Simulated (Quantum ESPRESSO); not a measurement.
Sb under changes of volume

One of the cells (29.904 Å³/atom); the others are scaled copies at fixed shape and fractional positions:

```xyz
2
Lattice="3.1224 0.0000 0.0000 0.0000 4.3475 0.0000 -0.0389 0.0000 4.4059" Properties=species:S:1:pos:R:3 pbc="T T T"
Sb    0.0262    1.0869    1.0625
Sb    3.0573    3.2606    3.3433
```

This isn't the form of Sb at room conditions, which is rhombohedral.

```yaml
Program: Quantum ESPRESSO 7.5
Functional: PBEsol
Potentials_or_basis: GBRV 1.5 PBEsol
Cutoff: 612 eV
Density_cutoff: 4898 eV
k_mesh: 9 × 6 × 6
Occupations: fermi-dirac, width 0.05 eV
Spin: no spin polarisation
```

| volume (Å³/atom) | energy over the lowest point (meV/atom) | pressure (GPa) | largest force (eV/Å) |
| --- | --- | --- | --- |
| 28.110 | 2.92 | 1.2 | 0.141 |
| 28.708 | 0.00 | -0.1 | 0.104 |
| 29.306 | ? | ? | ? |
| 29.904 | 7.96 | -2.4 | 0.047 |
| 30.502 | 17.84 | -3.3 | 0.033 |
| 31.100 | 31.04 | -4.2 | 0.039 |
| 31.698 | 47.22 | -5.0 | 0.056 |

Problem. What does the run at 29.306 Å³/atom give?

Solution. Energy over the lowest point 1.86 meV/atom; pressure -1.3 GPa; largest force 0.072 eV/Å.

Worked out: A Birch-Murnaghan fit of order 3 (a polynomial in V^(-2/3)) to the other rows has its minimum at 28.76 Å³/atom with B0 = V·E''(V) = 61 GPa and B' = 4.8 at fixed shape and positions, which overstates the stiffness. It gives 1.86 meV/atom at 29.306 Å³/atom, against the run's 1.86, and -dE/dV = -1.1 GPa, against -1.3.

Energies are extrapolated to zero smearing.
